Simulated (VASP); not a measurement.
# ZrS2 in VASP: further runs

The runs below take ZrS2 through work function, with PBE, HSE06.

All numbers are computed with VASP 6.6.1; they aren't measurements. Logs are shortened: lines on timing, memory, paths and dates and some standing lists are left out, and cuts for length are marked.

**1. The structure**

The cell holds a sheet with vacuum, 3 atoms: a = 3.678 Å, b = 3.678 Å, c = 18.900 Å, α = 90.00°, β = 90.00°, γ = 120.00°.

The cell was built by a generator and needn't be a form met in nature.

**2. Work function, PBE**

INCAR

```
SYSTEM = ZrS2
PREC = Accurate
ENCUT = 520
EDIFF = 1E-7
ISMEAR = 0
SIGMA = 0.03
LREAL = .FALSE.
LASPH = .TRUE.
NELM = 60
ALGO = Normal
ISIF = 2
LWAVE = .FALSE.
LCHARG = .TRUE.
LDIPOL = .TRUE.
IDIPOL = 3
DIPOL = 0.5 0.5 0.500
GGA = PE
LVHAR = .TRUE.
LVACPOTAV = .TRUE.
KPAR = 4
```

KPOINTS

```
Automatic mesh
0
G
  12 12 1
  0 0 0
```

POSCAR

```
ZrS2                                    
1.0
    3.6780374301     -0.0000000000      0.0000000000
   -1.8390187151      3.1852738487      0.0000000000
    0.0000000000      0.0000000000     18.9000000000
  S               Zr            
     2     1
Direct
     0.3333330000000032    0.6666669999999968    0.4237275923488979
     0.6666669999999968    0.3333330000000032    0.5762724076511021
     0.0000000000000000    1.0000000000000000    0.5000000000000000
```

Potentials or basis: VASP PAW PBE potentials, release 64 (S, Zr_sv).

Launch:

```sh
> cat potpaw_PBE.64/S/POTCAR potpaw_PBE.64/Zr_sv/POTCAR > POTCAR
> mpirun -np 4 vasp_std > vasp.out
```

OUTCAR:

```text
SYSTEM = ZrS2
   PREC = Accurate
   ENCUT = 520
   EDIFF = 1E-7
   ISMEAR = 0
   LREAL = .FALSE.
   LASPH = .TRUE.
   NELM = 60
   ISIF = 2
   GGA = PE

 ion  position               nearest neighbor table
   1  0.333  0.667  0.424-   3 2.57   3 2.57   3 2.57
   2  0.667  0.333  0.576-   3 2.57   3 2.57   3 2.57
   3  0.000  0.000  0.500-   1 2.57   2 2.57   1 2.57   2 2.57   2 2.57   1 2.57

  LATTYP: Found a hexagonal cell.
 ALAT       =     3.6780374301
 C/A-ratio  =     5.1386100221

  Lattice vectors:

 A1 = (   3.6780374301,   0.0000000000,   0.0000000000)
 A2 = (  -1.8390187151,   3.1852738487,   0.0000000000)
 A3 = (   0.0000000000,   0.0000000000,  18.9000000000)

Analysis of symmetry for initial positions (statically):
=====================================================================
 Subroutine PRICEL returns:
 Original cell was already a primitive cell.

 Routine SETGRP: Setting up the symmetry group for a
 hexagonal supercell.

 Subroutine GETGRP returns: Found 12 space group operations
 (whereof 12 operations were pure point group operations)
 out of a pool of 24 trial point group operations.

The static configuration has the point symmetry D_3d.

Analysis of symmetry for dynamics (positions and initial velocities):
=====================================================================
 Subroutine PRICEL returns:
 Original cell was already a primitive cell.

 Routine SETGRP: Setting up the symmetry group for a
 hexagonal supercell.

 Subroutine GETGRP returns: Found 12 space group operations
 (whereof 12 operations were pure point group operations)
 out of a pool of 24 trial point group operations.

The dynamic configuration has the point symmetry D_3d.

 Subroutine INISYM returns: Found 12 space group operations
 (whereof 12 operations are pure point group operations),
 and found     1 'primitive' translations

----------------------------------------------------------------------------------------

                                     Primitive cell

  volume of cell :     221.4240

  direct lattice vectors                    reciprocal lattice vectors
     3.678037430  0.000000000  0.000000000     0.271884128  0.156972375  0.000000000
    -1.839018715  3.185273849  0.000000000     0.000000000  0.313944749  0.000000000
     0.000000000  0.000000000 18.900000000     0.000000000  0.000000000  0.052910053

  length of vectors
     3.678037430  3.678037429 18.900000000     0.313944749  0.313944749  0.052910053

  position of ions in fractional coordinates (direct lattice)
     0.333333000  0.666667000  0.423727592
     0.666667000  0.333333000  0.576272408
     0.000000000  0.000000000  0.500000000
[... 82 lines left out ...]
   PSTRESS=    0.0 pullay stress
   NELECT =      24.0000    total number of electrons
   NUPDOWN=      -1.0000    fix difference up-down
   EMIN   =  10.00;   EMAX   =-10.00  energy-range for DOS
   EFERMI =   0.00;   METHOD = LEGACY
   ISMEAR =     0;   SIGMA  =   0.03  broadening in eV -4-tet -1-fermi 0-gaus
   EFERMI_NEDOS =   21; number of points for ismear=-14 and -15
   IALGO  =     38    algorithm
   IMIX   =      4    mixing-type and parameters
     AMIX     =   0.40;   BMIX     =  1.00
     AMIX_MAG =   1.60;   BMIX_MAG =  1.00
  volume/ion in A,a.u.               =      73.81       498.08
  Fermi-wavevector in a.u.,A,eV,Ry     =   0.780555  1.475036  8.289575  0.609267
  Thomas-Fermi vector in A             =   1.883891
   LORBIT       =      0    0 simple, 1 ext, 2 COOP (PROOUT), +10 PAW based schemes
   GGA     = PE    functional components
   LHFCALC =     F    Hartree Fock is set to
   AEXX    =    0.0000 exact exchange contribution
   IVDW    =     0    specifies the selected vdW correction
   LEPSILON=     F    determine dielectric tensor
   LRPA    =     F    only Hartree local field effects (RPA)
 non-spin polarized calculation
 Gauss-broadening in eV      SIGMA  =   0.03
  energy-cutoff  :      520.00
  volume of cell :      221.42
 maximum number of plane-waves:      6010
 NGX is ok and might be reduce to    28
   NGX = 13   NGY = 13   NGZ = 71

 dipolmoment           0.000000      0.000000     -0.000000 electrons x Angstroem

 number of electron      24.0000002 magnetization

 dipolmoment           0.000000      0.000000      0.000000 electrons x Angstroem

 Free energy of the ion-electron system (eV)
  ---------------------------------------------------
  ext. energy  EPLUGINS =         0.00000000
  ---------------------------------------------------
  free energy    TOTEN  =       -21.43307950 eV

  energy without entropy =      -21.43307950  energy(sigma->0) =      -21.43307950

 E-fermi :  -2.8654     XC(G=0):  -3.4511

 val. band max:       -3.0838836552   @ k =   0.0000   0.0000   0.0000
 cond. band min:      -1.8777001923   @ k =   0.5000   0.0000   0.0000
 fundamental gap:      1.2061834630
 Fermi energy:        -2.8653676672

 k-point     1 :       0.0000    0.0000    0.0000
  band No.  band energies     occupation
      1     -51.9447      2.00000
      2     -30.0057      2.00000
      3     -29.8529      2.00000
      4     -29.8529      2.00000
      5     -15.4500      2.00000
      6     -14.2893      2.00000
[... 338 lines left out ...]
      3     -30.0276      2.00000
      4     -29.9427      2.00000
      5     -14.2968      2.00000
      6     -14.2968      2.00000
[... 8 lines left out ...]
     15       0.1145      0.00000
     16       2.2635      0.00000

------------------------ aborting loop because EDIFF is reached ----------------------------------------

  FORCE on cell =-STRESS in cart. coord.  units (eV):
  Direction    XX          YY          ZZ          XY          YZ          ZX
  --------------------------------------------------------------------------------------
  -------------------------------------------------------------------------------------
  Total        0.2979922      0.2979922      0.3129465     -0.0000000      0.0000000      0.0000000
  in kB        2.1562086      2.1562086      2.2644143     -0.0000000      0.0000000      0.0000000
  external PRESSURE =       2.1922772 kB  Pullay stress =       0.0000000 kB

 VOLUME and BASIS-vectors are now :
 -----------------------------------------------------------------------------
  energy-cutoff  :      520.00
  volume of cell :      221.42
      direct lattice vectors                 reciprocal lattice vectors
     3.678037430  0.000000000  0.000000000     0.271884128  0.156972375  0.000000000
    -1.839018715  3.185273849  0.000000000     0.000000000  0.313944749  0.000000000
     0.000000000  0.000000000 18.900000000     0.000000000  0.000000000  0.052910053

 POSITION                                       TOTAL-FORCE (eV/Angst)
 -----------------------------------------------------------------------------------
     -0.00000      2.12352      8.00845        -0.000000      0.000000     -0.117033
      1.83902      1.06176     10.89155         0.000000     -0.000000      0.117033
      0.00000      0.00000      9.45000        -0.000000      0.000000      0.000000
 -----------------------------------------------------------------------------------
    total drift:                                0.000000     -0.000000      0.000000

  FREE ENERGIE OF THE ION-ELECTRON SYSTEM (eV)
  ---------------------------------------------------
  free  energy   TOTEN  =       -21.4330794951 eV

  energy  without entropy=      -21.4330794951  energy(sigma->0) =      -21.43307950

 vacuum level on the upper side and lower side of the slab         3.365         3.365
```

Wall time 50 s (4 MPI ranks of Intel Xeon Platinum 8488C (Sapphire Rapids), shared host); peak memory 0.37 GiB.

What came out:

* Free energy: -21.4331 eV
* Largest force: 0.117 eV/Å
* Band gap on the k mesh: 1.21 eV, indirect (least direct gap 1.70 eV)
* Ionisation potential of the upper face: 6.45 eV

Forces on the atoms (eV/Å):
```
S    0.000  0.000 -0.117
S    0.000  0.000  0.117
Zr   0.000  0.000  0.000
```

(Continued in part 2 of 2.)
